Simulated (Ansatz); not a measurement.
# AlRu under changes of volume

One of the cells (13.387 Å³/atom); the others are scaled copies at fixed shape and fractional positions:

```xyz
2
Lattice="2.9916 0.0000 0.0000 0.0000 2.9916 0.0000 0.0000 0.0000 2.9916" Properties=species:S:1:pos:R:3 pbc="T T T"
Ru    1.4958    1.4958    1.4958
Al    0.0000    0.0000    0.0000
```

```yaml
Program: Ansatz 0.2.0
Functional: PBE0
Potentials_or_basis: Ansatz PAW
Cutoff: "420 eV (not typed: the program's choice for these potentials)"
k_mesh: 6 × 6 × 6
Occupations: fermi-dirac, width 0.05 eV
Spin: no spin polarisation
```

| volume (Å³/atom) | energy over the lowest point (meV/atom) | pressure (GPa) |
| --- | --- | --- |
| 12.584 | 16.11 | 10.2 |
| 12.851 | 3.74 | 4.7 |
| 13.119 | 0.00 | -0.2 |
| 13.387 | ? | ? |
| 13.655 | 14.88 | -8.5 |
| 13.922 | 31.99 | -12.0 |
| 14.190 | 54.67 | -15.1 |

**Question.** What does the run at 13.387 Å³/atom give?

**Answer.** Energy over the lowest point 3.97 meV/atom; pressure -4.5 GPa.

Worked out: A Birch-Murnaghan fit of order 3 (a polynomial in V^(-2/3)) to the other rows has its minimum at 13.11 Å³/atom with B0 = V·E''(V) = 227 GPa and B' = 4.4. It gives 3.97 meV/atom at 13.387 Å³/atom, against the run's 3.97, and -dE/dV = -4.5 GPa, against -4.5.

Energies are extrapolated to zero smearing.

Caveats: the PAW data sets come from PBE, with cores solved anew for the run's functional, which leaves a small shift of forces and pressure; the thresholds are loose for stress.
